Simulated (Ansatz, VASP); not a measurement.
# Co3W: VASP beside Ansatz, part 2 of 2

Aim: how closely do two programs agree when they are given the same cell, functional and k mesh? The two relaxations start from unlike cells of this crystal (the structure described is Ansatz's start), so only their ends are compared.

VASP 6.6.1 and Ansatz 0.2.0.

So far: The structure; Ansatz: relaxation of cell and atoms, LDA.

**3. VASP: relaxation of cell and atoms, LDA**

Level of this step: LDA, spin-polarised from a ferrimagnetic start; plane waves and PAW (Co, W) (VASP).

Its own start cell and the same functional (in two slightly different forms), mesh and smearing now go to VASP, with its own data sets.

Lines of VASP's logs that name or quote its potential files are left out, and so is its time.

The input, INCAR:

```
SYSTEM = Co3W
PREC = Accurate
ENCUT = 600
EDIFF = 1E-07
NELM = 200
ISMEAR = 0
SIGMA = 0.1
LREAL = .FALSE.
ALGO = Normal
GGA = PW92
NBANDS = 46
ISPIN = 2
MAGMOM = -0.08 -0.08 -0.08 -0.08 -0.08 -0.08 0.02 0.02
LASPH = .TRUE.
LMAXMIX = 4
LORBIT = 11
LWAVE = .FALSE.
LCHARG = .FALSE.
ISIF = 3
IBRION = 2
NSW = 80
EDIFFG = -0.005
GGA_COMPAT = .FALSE.
NELMIN = 4
KPAR = 2
```

The input, POSCAR:

```
Co3W
1.0
    4.9934931848      0.0000000000      0.0000000000
   -2.4967465924      4.3244919707      0.0000000000
    0.0000000000      0.0000000000      3.9993663889
Co W
6 2
Direct
    0.8386405176      0.6772810351      0.2500000000
    0.1613594826      0.8386405176      0.7500000000
    0.6772810351      0.8386405176      0.7500000000
    0.3227189651      0.1613594826      0.2500000000
    0.8386405176      0.1613594826      0.2500000000
    0.1613594826      0.3227189651      0.7500000000
    0.3333333334      0.6666666668      0.2500000000
    0.6666666668      0.3333333334      0.7500000000
```

The input, KPOINTS:

```
Automatic mesh
0
Gamma
9 9 8
0 0 0
```

PAW data sets: Co and W (LDA family, release 64).

The run is started by

```console
$ mpirun -np 2 vasp_std
```

Numbers of over 12 decimals in the logs are rounded to 6 here.

What it wrote:

```text
[banner, memory and clock lines left out]
running    2 mpi-ranks, on    1 nodes
 distrk:  each k-point on    1 cores,    2 groups
 distr:  one band on    1 cores,    1 groups

 POSCAR found type information on POSCAR CoW
 POSCAR found :  2 types and       8 ions
|                                                                             |
|               ----> ADVICE to this user running VASP <----                  |
|                                                                             |
|     You enforced a specific xc type in the INCAR file but a different       |
|     [... a line on the potential file left out ...]
|     I HOPE YOU KNOW WHAT YOU ARE DOING!                                     |
|                                                                             |

 LDA part: xc-table for (Slater(with rela. corr.)+PW92), standard interpolation
 POSCAR, INCAR and KPOINTS ok, starting setup
 FFT: planning ... GRIDC
 FFT: planning ... GRID_SOFT
 FFT: planning ... GRID
 WAVECAR not read
 entering main loop
       N       E                     dE             d eps       ncg     rms          rms(c)
DAV:   1     0.541585375032E+03    0.54159E+03   -0.30708E+04 11040   0.205E+03
DAV:   2    -0.247585605679E+02   -0.56634E+03   -0.53663E+03 11046   0.416E+02
DAV:   3    -0.846861131196E+02   -0.59928E+02   -0.52501E+02 12218   0.161E+02
DAV:   4    -0.883938217778E+02   -0.37077E+01   -0.36010E+01 14064   0.385E+01
DAV:   5    -0.884753569718E+02   -0.81535E-01   -0.81411E-01 12886   0.560E+00    0.445E+01
DAV:   6    -0.940017397676E+02   -0.55264E+01   -0.96387E+01 12754   0.125E+02    0.368E+01
DAV:   7    -0.802330799602E+02    0.13769E+02   -0.66439E+01 13626   0.839E+01    0.148E+01
DAV:   8    -0.789072131360E+02    0.13259E+01   -0.43647E+00 14540   0.206E+01    0.391E+00
DAV:   9    -0.788183477244E+02    0.88865E-01   -0.28142E-01 16174   0.431E+00    0.960E-01
DAV:  10    -0.788215322907E+02   -0.31846E-02   -0.38484E-02 11746   0.201E+00    0.746E-01
DAV:  11    -0.788149762782E+02    0.65560E-02   -0.92374E-03 13236   0.115E+00    0.257E-01
DAV:  12    -0.788147490928E+02    0.22719E-03   -0.19878E-03 15654   0.291E-01    0.123E-01
DAV:  13    -0.788145899814E+02    0.15911E-03   -0.65099E-04 12280   0.297E-01    0.176E-02
DAV:  14    -0.788145916043E+02   -0.16229E-05   -0.30145E-05 13678   0.390E-02    0.223E-02
DAV:  15    -0.788145917059E+02   -0.10161E-06   -0.37820E-06 15570   0.106E-02    0.433E-03
DAV:  16    -0.788145916249E+02    0.81042E-07   -0.65356E-07 14262   0.906E-03
   1 F= -.78814592E+02 E0= -.78792401E+02  d E =-.788146E+02  mag=    -0.0338
[...]
2 F= -.78814431E+02 E0= -.78792272E+02  d E =0.161005E-03  mag=    -0.0332
[...]
3 F= -.78814588E+02 E0= -.78792401E+02  d E =0.366805E-05  mag=    -0.0335
[...]
4 F= -.78814590E+02 E0= -.78792401E+02  d E =0.178598E-05  mag=    -0.0336
 curvature:  -0.05 expect dE=-0.157E-05 dE for cont linesearch -0.106E-05
 ZBRENT: bisectioning
 opt :   0.0519  next Energy=   -78.814592 (dE=-0.591E-06)
 bond charge predicted
       N       E                     dE             d eps       ncg     rms          rms(c)
DAV:   1    -0.788145954090E+02   -0.55322E-05   -0.58236E-05 11664   0.808E-02    0.197E-02
DAV:   2    -0.788146077186E+02   -0.12310E-04   -0.68210E-05 13864   0.112E-01    0.342E-02
DAV:   3    -0.788145910984E+02    0.16620E-04   -0.28952E-05 14288   0.776E-02    0.446E-03
DAV:   4    -0.788145911498E+02   -0.51417E-07   -0.20212E-06 12184   0.753E-03    0.365E-03
DAV:   5    -0.788145910968E+02    0.52954E-07   -0.61758E-08  6224   0.258E-03
   5 F= -.78814591E+02 E0= -.78792400E+02  d E =0.528040E-06  mag=    -0.0337
 curvature:  -0.12 expect dE=-0.204E-05 dE for cont linesearch -0.106E-05
 trial: gam= 0.00000 g(F)=  0.245E-05 g(S)=  0.152E-04 ort =-0.305E-04 (trialstep = 0.810E+00)
 search vector abs. value=  0.176E-04
 reached required accuracy - stopping structural energy minimisation
```

Parts of OUTCAR (step 3):

```text
ion  position               nearest neighbor table
   1  0.839  0.677  0.250-   5 2.42   4 2.42   3 2.44   3 2.44   2 2.44   2 2.44   8 2.49   8 2.49
                             7 2.50   7 2.50   4 2.58   5 2.58
   2  0.161  0.839  0.750-   3 2.42   6 2.42   1 2.44   1 2.44   4 2.44   4 2.44   7 2.49   7 2.49
                             8 2.50   8 2.50   3 2.58   6 2.58
   3  0.677  0.839  0.750-   2 2.42   6 2.42   1 2.44   1 2.44   5 2.44   5 2.44   7 2.49   7 2.49
                             8 2.50   8 2.50   2 2.58   6 2.58
   4  0.323  0.161  0.250-   5 2.42   1 2.42   6 2.44   6 2.44   2 2.44   2 2.44   8 2.49   8 2.49
                             7 2.50   7 2.50   5 2.58   1 2.58
   5  0.839  0.161  0.250-   4 2.42   1 2.42   6 2.44   6 2.44   3 2.44   3 2.44   8 2.49   8 2.49
                             7 2.50   7 2.50   4 2.58   1 2.58
   6  0.161  0.323  0.750-   3 2.42   2 2.42   5 2.44   5 2.44   4 2.44   4 2.44   7 2.49   7 2.49
                             8 2.50   8 2.50   2 2.58   3 2.58
   7  0.333  0.667  0.250-   2 2.49   2 2.49   3 2.49   3 2.49   6 2.49   6 2.49   1 2.50   1 2.50
                             4 2.50   5 2.50   5 2.50   4 2.50
   8  0.667  0.333  0.750-   5 2.49   5 2.49   4 2.49   4 2.49   1 2.49   1 2.49   6 2.50   6 2.50
                             3 2.50   2 2.50   2 2.50   3 2.50

  LATTYP: Found a hexagonal cell.
 ALAT       =     4.9934931848
 C/A-ratio  =     0.8009155597

 Subroutine GETGRP returns: Found 24 space group operations
 (whereof 12 operations were pure point group operations)

The static configuration has the point symmetry D_3d.
 The point group associated with its full space group is D_6h.

 Found     60 irreducible k-points:

   k-points           NKPTS =     60   k-points in BZ     NKDIM =     60   number of bands    NBANDS=     46

   dimension x,y,z NGX =    40 NGY =   40 NGZ =   32
   dimension x,y,z NGXF=    80 NGYF=   80 NGZF=   64

   ENCUT  =  600.0 eV  44.10 Ry    6.64 a.u.   9.97  9.97  7.99*2*pi/ulx,y,z

   NELECT =      66.0000    total number of electrons

 k-points in reciprocal lattice and weights: Automatic mesh
   0.00000000  0.00000000  0.00000000       0.002
   0.11111111  0.00000000  0.00000000       0.009
   0.22222222  0.00000000  0.00000000       0.009
   0.33333333  0.00000000  0.00000000       0.009
   0.44444444  0.00000000  0.00000000       0.009
   0.11111111  0.11111111  0.00000000       0.009
   0.22222222  0.11111111  0.00000000       0.019
   0.33333333  0.11111111  0.00000000       0.019
   0.44444444  0.11111111  0.00000000       0.009
[...]
0.33333333  0.22222222  0.50000000       0.019
   0.33333333  0.33333333  0.50000000       0.003

 average (electrostatic) potential at core
       1 -77.5143       2 -77.5143       3 -77.5143       4 -77.5143       5 -77.5143
       6 -77.5143       7 -35.3368       8 -35.3368

 E-fermi :  10.7739

 spin component 1
 k-point     1 :       0.0000    0.0000    0.0000
  band No.  band energies     occupation
    ...
     26       9.2800      1.00000
     27       9.2800      1.00000
     28       9.7097      1.00000
     29       9.7178      1.00000
     30       9.7178      1.00000
     31      10.8635      0.10269
     32      11.0176      0.00028
     33      11.0409      0.00008
     34      11.2226      0.00000
     35      12.1260      0.00000
    ...

 k-point     2 :       0.1111    0.0000    0.0000
  band No.  band energies     occupation
    ...
     27       9.3268      1.00000
     28       9.6370      1.00000
     29       9.6571      1.00000
     30       9.6842      1.00000
     31      10.6142      0.98806
     32      10.8330      0.20177
     33      10.9604      0.00417
     34      11.0023      0.00062
     35      12.0255      0.00000
     36      12.0968      0.00000
    ...

 k-point     3 :       0.2222    0.0000    0.0000
  band No.  band energies     occupation
    ...
     28       9.4708      1.00000
     29       9.4756      1.00000
     30       9.5885      1.00000
     31       9.9501      1.00000
     32      10.6666      0.93542
     33      10.8222      0.24739
     34      10.9667      0.00321
     35      11.7867      0.00000
     36      11.9467      0.00000
     37      12.2849      0.00000
    ...

 k-point     4 :       0.3333    0.0000    0.0000
  band No.  band energies     occupation
    ...
     29       9.4759      1.00000
     30       9.6824      1.00000
     31       9.6954      1.00000
     32      10.3363      1.00000
     33      10.7322      0.72243
     34      10.9306      0.01337
     35      11.4716      0.00000
     36      11.7158      0.00000
     37      11.9541      0.00000
     38      12.1671      0.00000
    ...

 k-point     5 :       0.4444    0.0000    0.0000
  band No.  band energies     occupation
    ...
     29       9.6417      1.00000
     30       9.6658      1.00000
     31       9.8828      1.00000
     32      10.0495      1.00000
     33      10.6194      0.98557
     34      10.9090      0.02803
     35      11.1009      0.00000
     36      11.5246      0.00000
     37      11.6218      0.00000
     38      11.8084      0.00000
    ...

 k-point     6 :       0.1111    0.1111    0.0000
  band No.  band energies     occupation
    ...
     27       9.4296      1.00000
     28       9.5182      1.00000
     29       9.5257      1.00000
     30       9.5663      1.00000
     31      10.0951      1.00000
     32      10.7793      0.46988
     33      10.8030      0.34034
     34      10.9769      0.00205
     35      11.8489      0.00000
     36      12.0754      0.00000
    ...

  Total        0.0345574      0.0345574      0.0112111      0.0000000      0.0000000      0.0000000
  in kB        0.6411377      0.6411377      0.2079968      0.0000000      0.0000000      0.0000000
  external PRESSURE =       0.4967574 kB  Pullay stress =       0.0000000 kB

  energy-cutoff  :      600.00
  volume of cell :       86.36
      direct lattice vectors                 reciprocal lattice vectors
     4.993393696  0.000000000  0.000000000     0.200264602  0.115622821 -0.000000000
    -2.496696848  4.324405811  0.000000000     0.000000000  0.231245642 -0.000000000
     0.000000000  0.000000000  3.999250916     0.000000000 -0.000000000  0.250046827

 POSITION                                       TOTAL-FORCE (eV/Angst)
 -----------------------------------------------------------------------------------
      2.49670      2.92884      0.99981        -0.000000      0.002907      0.000000
     -1.28811      3.62663      2.99944        -0.002518      0.001454      0.000000
      1.28811      3.62663      2.99944         0.002518      0.001454      0.000000
      1.20859      0.69778      0.99981        -0.002518     -0.001454     -0.000000
      3.78480      0.69778      0.99981         0.002518     -0.001454     -0.000000
      0.00000      1.39556      2.99944        -0.000000     -0.002907     -0.000000
      0.00000      2.88294      0.99981        -0.000000     -0.000000     -0.000000
      2.49670      1.44147      2.99944        -0.000000     -0.000000     -0.000000
 -----------------------------------------------------------------------------------
    total drift:                                0.000000      0.000000     -0.000000

  FREE ENERGIE OF THE ION-ELECTRON SYSTEM (eV)
  ---------------------------------------------------
  free  energy   TOTEN  =       -78.8145910968 eV

  energy  without entropy=      -78.7702087869  energy(sigma->0) =      -78.79239994

 reached required accuracy - stopping structural energy minimisation

 total charge
# of ion       s       p       d       tot
------------------------------------------
    1        0.545   0.648   7.432   8.624
    2        0.545   0.648   7.432   8.624
    3        0.545   0.648   7.432   8.624
    4        0.545   0.648   7.432   8.624
    5        0.545   0.648   7.432   8.624
    6        0.545   0.648   7.432   8.624
    7        0.741   0.746   4.209   5.695
    8        0.741   0.746   4.209   5.695
--------------------------------------------------
tot          4.751   5.378  53.007  63.137

 magnetization (x)
# of ion       s       p       d       tot
------------------------------------------
    1        0.000   0.000  -0.007  -0.007
    2        0.000   0.000  -0.007  -0.007
    3        0.000   0.000  -0.007  -0.007
    4        0.000   0.000  -0.007  -0.007
    5        0.000   0.000  -0.007  -0.007
    6        0.000   0.000  -0.007  -0.007
    7        0.000   0.000   0.002   0.003
    8        0.000   0.000   0.002   0.003
--------------------------------------------------
tot          0.001   0.002  -0.036  -0.033

[... 6 further parts left out ...]
```

CONTCAR:

```
Co3W
   1.00000000000000
     4.9933936960461720    0.0000000000000000    0.0000000000000000
    -2.4966968480230860    4.3244058109106556    0.0000000000000000
     0.0000000000000000    0.0000000000000000    3.9992509161215946
  Co              W
     6     2
Direct
     0.8386412765494786    0.6772825529989629    0.2500000000000000
     0.1613587236505176    0.8386412765494786    0.7500000000000000
     0.6772825529989630    0.8386412765494786    0.7500000000000000
     0.3227174472010407    0.1613587236505177    0.2500000000000000
     0.8386412765494787    0.1613587236505177    0.2500000000000000
     0.1613587236505177    0.3227174472010407    0.7500000000000000
     0.3333333333999988    0.6666666667999976    0.2500000000000000
     0.6666666667999976    0.3333333333999988    0.7500000000000000
```

The moments of VASP's start collapse, so its state is non-magnetic.

**4. Comparison**

Known differences besides the potentials themselves: VASP starts from the moments at which Ansatz ended; the data sets hold 130 valence electrons in Ansatz (on its default PAW (the set named soft_2) files) and 66 in VASP; the cutoff is 420 eV in Ansatz and 600 eV in VASP; VASP's log shows a relativistic correction to its local exchange, Ansatz's none; Ansatz adds a Pulay correction to the stress that steers its cell, VASP none; site moments are counted in spheres of each program's own size. Total energies have different zeros and are not compared.

The two programs side by side:

```csv
quantity,Ansatz,VASP,difference
volume (Å³),86.83,86.36,+0.55 %
"edge a after relaxation, in the typed setting (Å)",5.003,4.993,+0.19 %
"edge c after relaxation, in the typed setting (Å)",4.006,3.999,+0.16 %
total moment (μB),-0.39,-0.03,-0.36
moment on Co1 (μB),-0.08,-0.01,-0.07
moment on Co2 (μB),-0.08,-0.01,-0.07
moment on Co3 (μB),-0.08,-0.01,-0.07
moment on Co4 (μB),-0.08,-0.01,-0.07
moment on Co5 (μB),-0.08,-0.01,-0.07
moment on Co6 (μB),-0.08,-0.01,-0.07
```

**5. Outcome**

```json
{"difference in volume (relaxation of cell and atoms, LDA)": "0.55 %"}
```

The difference in volume is 0.55 % (relaxation of cell and atoms, LDA), within the 1.2 % picked in this series as the mark of a large difference, as far as the stopping tolerances let one tell. The data sets hold unlike numbers of valence electrons (130 in Ansatz and 66 in VASP), so part of the differences comes from the potentials. How closely two codes agree says nothing of how well the functional describes the real material.

[Lines on the potential files, build, host, timing and source positions are cut from VASP's logs without a mark.]

[Logs are printed without paths, hosts, clocks, repeated set-up lines and the standing remarks that a program may print on its own settings, such as how far it seeks lower states.]

[Hosts, paths, dates, database ids (printed as entryN), source tags and the programs' standing remarks are cut or masked in the printed files.]
